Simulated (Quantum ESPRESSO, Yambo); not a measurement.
# Quasiparticle gap of ZnSe (Stilleite) in Yambo, part 2 of 3

Aim: the G0W0 gap of ZnSe (Stilleite) on PBE, step by step.

Quantum ESPRESSO 7.5 and Yambo 5.3.0; PBE and many-body steps on it, plane waves. Known limits of the many-body steps: not at the basis limit; no spin-orbit coupling; coarse k mesh.

So far. Step 2 (Ground state): The gap is direct, at Γ. Step 3 (Bands along the symmetry lines): The gap is 1.291 eV, as in the run before at this level.

### 4. Empty states on the mesh, 4×4×4 mesh, 125 bands

Level of this step: DFT, PBE, plane waves, norm-conserving pseudopotentials (Quantum ESPRESSO).

The sums over transitions need many empty states on a uniform mesh; this step solves for them.

pw.in

```
&control
  calculation = 'nscf'
  prefix = 'x'
  outdir = 'o'
  pseudo_dir = 'pseudo'
/
&system
  ibrav = 0
  nat = 2
  ntyp = 2
  ecutwfc = 104.0
  nbnd = 125
  force_symmorphic = .true.
/
&electrons
  conv_thr = 1e-9
  electron_maxstep = 80
  diago_full_acc = .true.
  diago_thr_init = 5e-6
/
ATOMIC_SPECIES
  Zn 65.38 Zn.upf
  Se 78.971 Se.upf
CELL_PARAMETERS angstrom
  -0.0000000000 2.8338000000 2.8338000000
  2.8338000000 -0.0000000000 2.8338000000
  2.8338000000 2.8338000000 0.0000000000
ATOMIC_POSITIONS crystal
  Zn 0.0000000000 0.0000000000 0.0000000000
  Se 0.2500000000 0.2500000000 0.2500000000
K_POINTS automatic
  4 4 4 0 0 0
```

On the command line:

```console
> OMP_NUM_THREADS=1 mpirun -n 8 pw.x -nk 4 -in pw.in > pw.out
```

The program printed:

```text
[banner, memory and clock lines left out]
Program PWSCF v.7.5 starts

     Atomic positions and unit cell read from directory:
     o/x.save/

     Message from routine setup:
     using ibrav=0 with symmetry is DISCOURAGED, use correct ibrav instead

     bravais-lattice index     =            0
     lattice parameter (alat)  =       7.5733  a.u.
     unit-cell volume          =     307.1384 (a.u.)^3
     number of atoms/cell      =            2
     number of atomic types    =            2
     number of electrons       =        44.00
     number of Kohn-Sham states=          125
     kinetic-energy cutoff     =     104.0000  Ry
     charge density cutoff     =     416.0000  Ry
     Exchange-correlation= PBE
                           (   1   4   3   4   0   0   0)

     celldm(1)=   7.573263  celldm(2)=   0.000000  celldm(3)=   0.000000
     celldm(4)=   0.000000  celldm(5)=   0.000000  celldm(6)=   0.000000

     crystal axes: (cart. coord. in units of alat)
               a(1) = (  -0.000000   0.707107   0.707107 )
               a(2) = (   0.707107  -0.000000   0.707107 )
               a(3) = (   0.707107   0.707107   0.000000 )

     reciprocal axes: (cart. coord. in units 2 pi/alat)
               b(1) = ( -0.707107  0.707107  0.707107 )
               b(2) = (  0.707107 -0.707107  0.707107 )
               b(3) = (  0.707107  0.707107 -0.707107 )
     Pseudo is Norm-conserving + core correction, Zval = 20.0
     Generated using ONCVPSP code by D. R. Hamann
     Using radial grid of 1326 points,  6 beta functions with:
     Pseudo is Norm-conserving + core correction, Zval = 24.0
     Generated using ONCVPSP code by D. R. Hamann
     Using radial grid of 1214 points,  6 beta functions with:
     Zn               20.00    65.38000     Zn( 1.00)
     Se               24.00    78.97100     Se( 1.00)

     24 Sym. Ops. (no inversion) found

   Cartesian axes

     site n.     atom                  positions (alat units)
         1        Zn     tau(   1) = (   0.0000000   0.0000000   0.0000000  )
         2        Se     tau(   2) = (   0.3535534   0.3535534   0.3535534  )

     number of k points=     8
                       cart. coord. in units 2pi/alat
        k(    1) = (   0.0000000   0.0000000   0.0000000), wk =   0.0312500
        k(    2) = (   0.1767767   0.1767767  -0.1767767), wk =   0.2500000
        k(    3) = (  -0.3535534  -0.3535534   0.3535534), wk =   0.1250000
[...]
k(    7) = (  -0.7071068   0.0000000   0.0000000), wk =   0.0937500
        k(    8) = (  -0.7071068   0.3535534   0.0000000), wk =   0.1875000

     Dense  grid:    44039 G-vectors     FFT dimensions: (  50,  50,  50)

     The potential is recalculated from file :
     o/x.save/charge-density

     Starting wfcs are   23 randomized atomic wfcs +  102 random wfcs

     Band Structure Calculation

     End of band structure calculation

          k = 0.0000 0.0000 0.0000 (  5577 PWs)   bands (ev):

  -198.4430-137.9212-137.9212-137.9212-116.4660 -70.6256 -70.6256 -70.6256
   -38.0966 -38.0966 -38.0966 -38.0925 -38.0925  -4.4790   2.2368   2.2368
     2.2368   2.6048   2.6048   8.7791   8.7791   8.7791  10.0703  14.5929
    14.5929  14.5929  18.7189  20.2713  20.2713  21.8455  21.8455  21.8455
[...]
[... 4 further rows ...]
[...]
96.4518  96.4518  96.9087  96.9087  96.9087

          k = 0.1768 0.1768-0.1768 (  5492 PWs)   bands (ev):

  -198.4430-137.9212-137.9212-137.9212-116.4660 -70.6257 -70.6257 -70.6257
[...]
[... 4 further rows ...]
[...]
99.6908 100.1928 100.4579 100.4579 101.6949

          k =-0.3536-0.3536 0.3536 (  5480 PWs)   bands (ev):

  -198.4430-137.9212-137.9212-137.9212-116.4660 -70.6257 -70.6257 -70.6257
[...]
66.8190  66.8190  66.8650  68.6406  68.6406  68.7404  68.8674  68.8674
     [... 4 further rows ...]
    95.5763  95.5763  96.3390  96.3390  96.7881  96.7946  96.8405  96.8405
    98.0513  98.0513  98.0984 100.6297 100.6297

          k = 0.3536 0.0000 0.0000 (  5457 PWs)   bands (ev):

     [... further k-points ...]

     highest occupied, lowest unoccupied level (ev):     8.7791   10.0703

     XML data file, pseudopotentials, collected wavefunctions
```

The job ended after 6.1 s (8 MPI ranks of Arm Neoverse V2, shared host; peak memory 0.61 GiB; 48 s of CPU time).

This step gave:

```
gap                                                           : 1.291 eV
k of the valence top                                          : 0, 0, 0
k of the conduction bottom                                    : 0, 0, 0
least direct gap                                              : 1.291 eV
k points computed                                             : 8
lowest point of the top converged band, above the valence top : 88.1296 eV
```

On this mesh the gap is 1.291 eV.

### 5. Conversion and set-up

This step: Yambo 5.3.0; conversion and set-up on PBE, plane waves, norm-conserving pseudopotentials.

The states are converted to the many-body program's format and the q mesh is built.

On the command line:

```console
> (cd o/x.save; p2y > p2y.log; mv SAVE ../..); yambo > setup.log
```

The program printed:

```text
 Yambo, version 5.3.0

 [02] CORE Variables Setup
 =========================

  [02.01] Unit cells
  ==================

  Cell kind             :  FCC
  Atoms in the cell     :  Zn  Se
  number of Zn atoms    :  1
  number of Se atoms    :  1

  List of atomic masses
  Mass of Zn    :  65.38000
  Mass of Se    :  78.97100

  List of atomic coordinates    : [cc]
  Zn1       :  0.000000  0.000000  0.000000  order 1
  Se1       :  2.677553  2.677553  2.677553  order 2

  Alat factors          :  5.355106  5.355106  5.355106 [a.u.]
  Direct lattice volume :  307.1384 [a.u.]
  Direct lattice vectors:  A[ 1 ]  A[ 2 ]  A[ 3 ]
   A[ 1 ]: -0.000000  1.000000  1.000000  [iru]
  -0.000000  5.355106  5.355106  [cc]
   A[ 2 ]:  1.000000 -0.000000  1.000000  [iru]
   5.355106 -0.000000  5.355106  [cc]
   A[ 3 ]:  1.000000  1.000000  0.000000  [iru]
   5.355106  5.355106  0.000000  [cc]

  Recip. lattice volume :  0.807617 [a.u.]
  Recip. lattice vectors:  B[ 1 ]  B[ 2 ]  B[ 3 ]
   B[ 1 ]: -0.500000  0.500000  0.500000  [iku]
  -0.586654  0.586654  0.586654  [cc]
   B[ 2 ]:  0.500000 -0.500000  0.500000  [iku]
   0.586654 -0.586654  0.586654  [cc]
   B[ 3 ]:  0.500000  0.500000 -0.500000  [iku]
   0.586654  0.586654 -0.586654  [cc]

  [02.02] Symmetries
  ==================

  Inversion symmetry    : yes
  Spatial inversion     : no
  Inversion index       :  25
  K-space Time-reversal : yes
  Magnetic symmetries   : no
  Time-reversal derived K-space symmetries:   25   48
  Group table correct   : yes
  Symmetries units      :  [cc]

   [S  1]:   1.0000      0.12943E-16  0.12943E-16  0.12943E-16   1.0000     -0.12943E-16 -0.12943E-16 -0.12943E-16   1.0000
   [S  2]:  -1.0000     -0.12943E-16  0.12943E-16 -0.12943E-16  -1.0000     -0.12943E-16  0.12943E-16  0.12943E-16   1.0000
   [S  3]:  -1.0000      0.12943E-16 -0.12943E-16 -0.12943E-16   1.0000      0.12943E-16  0.12943E-16 -0.12943E-16  -1.0000
[...]
[S  9]:  0.12943E-16   1.0000      0.12943E-16 -0.12943E-16  0.12943E-16   1.0000       1.0000     -0.12943E-16 -0.12943E-16
   [S 10]:  0.12943E-16  -1.0000     -0.12943E-16 -0.12943E-16 -0.12943E-16  -1.0000       1.0000      0.12943E-16  0.12943E-16
     [... 36 further rows ...]
   [S*47]:   1.0000      0.12943E-16 -0.12943E-16  0.12943E-16 -0.12943E-16  -1.0000     -0.12943E-16   1.0000      0.12943E-16
   [S*48]:   1.0000     -0.12943E-16  0.12943E-16  0.12943E-16  0.12943E-16   1.0000     -0.12943E-16  -1.0000     -0.12943E-16

  [02.03] Reciprocal space
  ========================

  nG shells         :   406
  nG charge         :   44039
  nG WFs            :   6589
  nC WFs            :   5577
  G-vecs. in first 40 shells:  [ Number ]
     1    9   15   27   51   59   65   89  113
    137   169   181   229   259   283   307   331   339
    387   411   459   531   537   561   609   645   701
[...]
1139  1211  1243  1291
  ...
[...]
K/Q-points units:
  rlu = crystal or reduced units; cc = cartesian coordinates; iku = interal k-units

  K [1]          [rlu]:  0.000000  0.000000  0.000000
         WF components:   5577
  K [2]          [rlu]:  0.33641E-17  0.33641E-17  0.25000
         WF components:   5492
  K [3]          [rlu]: -0.67283E-17 -0.67283E-17 -0.50000
         WF components:   5480
  K [4]          [rlu]: -0.60307E-17  0.25000      0.25000
         WF components:   5457
  K [5]          [rlu]: -0.10092E-16  0.25000     -0.50000
         WF components:   5486
  [... 2 further k-points ...]
  K [8]          [rlu]:  0.250000 -0.500000 -0.250000
         WF components:   5520

  [02.05] Energies & Occupations
  ==============================

  [X] === General ===
  [X] Electronic Temperature                        :  0.000000  0.000000 [eV K]
  [X] Bosonic    Temperature                        :  0.000000  0.000000 [eV K]
  [X] Finite Temperature mode                       : no
  [X] El. density                                   :  0.96675E+24 [cm-3]
  [X] Fermi Level                                   :  8.779089 [eV]

  [X] === Gaps and Widths ===
  [X] Conduction Band Min                           :  1.291205 [eV]
  [X] Valence Band Max                              :  0.000000 [eV]
  [X] Filled Bands                                  :  22
  [X] Empty Bands                                   :   23  125
  [X] Direct Gap                                    :  1.291205 [eV]
  [X] Direct Gap localized at k                     :  1
  [X] Indirect Gap                                  :  1.291205 [eV]
  [X] Indirect Gap between kpts                     :  1  1
  [X] Last valence band width                       :  2.657666 [eV]
  [X] 1st conduction band width                     :  4.197883 [eV]

  E @ K [1]:  [eV]
  -207.2221 -146.7002 -146.7002 -146.7002 -125.2451  -79.4047  -79.4047  -79.4047
  -46.87564 -46.87564 -46.87564 -46.87154 -46.87154 -13.25808  -6.54231  -6.54231
   -6.54231     -6.17424     -6.17424    -0.446839E-8 -0.217868E-8   0.00000      1.29120      5.81377
[...]
occ @ K [1]
[...]
E @ K [2]:  [eV]
[...]
occ @ K [2]
[...]
E @ K [3]:  [eV]
[...]
occ @ K [3]
[...]
E @ K [4]:  [eV]
[...]
occ @ K [4]
[...]
E @ K [5]:  [eV]
[...]
occ @ K [5]
[...]
[... 2 further k-points ...]
  E @ K [8]:  [eV]
[...]
occ @ K [8]
[...]
0.000000  0.000000  0.000000  0.000000  0.000000  0.000000  0.000000  0.000000
   0.000000  0.000000  0.000000  0.000000  0.000000  0.000000  0.000000  0.000000

 [03] Transferred momenta grid and indexing
 ==========================================

 IBZ Q-points                                      :   8
 BZ  Q-points                                      :   64

 K/Q-points units:
 rlu = crystal or reduced units; cc = cartesian coordinates; iku = interal k-units

 Q [1]          [rlu]:  0.000000  0.000000  0.000000
 Q [2]          [rlu]:  0.33641E-17  0.33641E-17  0.25000
 Q [3]          [rlu]: -0.67283E-17 -0.67283E-17 -0.50000
[...]
Q [7]          [rlu]:  0.12061E-16 -0.50000     -0.50000
 Q [8]          [rlu]:  0.250000 -0.500000 -0.250000

  [03.01] X indexes
  =================

   [03.01.01] Sigma indexes
   ========================

 [06] Game Over & Game summary
```

The job ended after 2.5 s (1 MPI rank; peak memory 0.26 GiB).

(Part 2 of 3 ends here.)

[Paths, hosts, dates, memory and timing lines, banners, echoed tables and standing remarks are left out of the program output.]

[Logs are printed without paths, hosts, clocks, repeated set-up lines and the standing remarks that a program may print on its own settings, such as how far it seeks lower states.]

[Runs of the session that timed out or met a known fault of the program may be left out.]

[Hosts, paths, dates, database ids (printed as entryN), source tags and the programs' standing remarks are cut or masked in the printed files.]
